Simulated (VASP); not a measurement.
Set up this calculation in VASP 6.6.1, as the native input.

* Task: relaxation of the atoms
* Functional: PBEsol
* Potentials or basis: VASP PAW PBE potentials, release 64 (Si, Ni)
* Cutoff: 600 eV
* k mesh: 8 × 8 × 8
* Occupations: methfessel-paxton, width 0.1 eV
* Spin: no spin polarisation
* Further INCAR settings: ALGO = Normal; EDIFF = 1e-07; IBRION = 2; EDIFFG = -0.01; NSW = 40

The structure of SiNi lies in POSCAR:

```
SiNi                                    
1.0
    4.5279744694      0.0000000000      0.0000000000
    0.0000000000      4.5279744694      0.0000000000
    0.0000000000      0.0000000000      4.5279744694
  Si              Ni            
     4     4
Direct
     0.6535664262414521    0.1535664262414521    0.3464335737585479
     0.1535664262414521    0.3464335737585479    0.6535664262414521
     0.3464335737585479    0.6535664262414521    0.1535664262414521
     0.8464335737585479    0.8464335737585479    0.8464335737585479
     0.3508353380888019    0.8508353380888019    0.6491646619111981
     0.8508353380888019    0.6491646619111981    0.3508353380888019
     0.6491646619111981    0.3508353380888019    0.8508353380888019
     0.1491646619111981    0.1491646619111981    0.1491646619111981
```

The cell is a database's computed one.

The cell isn't the ideal one: a relaxed cell with its volume scaled by 1.04.

The input as run:

INCAR

```
  PREC = Accurate
  ENCUT = 600
  EDIFF = 1E-7
  ISMEAR = 1
  SIGMA = 0.1
  LREAL = False
  LASPH = True
  NELM = 80
  ALGO = Normal
  ISIF = 2
  LWAVE = False
  LCHARG = False
  GGA = PS
  IBRION = 2
  NSW = 40
  EDIFFG = -0.01
  KPAR = 4
```

KPOINTS

```
Automatic mesh
0
Gamma
  8 8 8
```

Potentials or basis: VASP PAW PBE potentials, release 64 (Si, Ni).

The run is started by

```bash
$ cat potpaw_PBE.64/Si/POTCAR potpaw_PBE.64/Ni/POTCAR > POTCAR
$ mpirun -np 4 vasp_std > vasp.out
```

It gave:

* Energy gained by relaxing: 0.1 meV/atom
* Ionic steps: 3
* Pressure after relaxing: -7.1 GPa
* Largest force after relaxing: 0.010 eV/Å
* Band gap on the k mesh: none (metal or under the smearing width)

Caveat: the PAW data sets were made with another functional, which shifts forces and pressure a little.

It took 49 s on 4 MPI ranks on Intel(R) Xeon(R) 6975P-C (Granite Rapids), on a shared host, peak memory 0.3 GiB a rank.
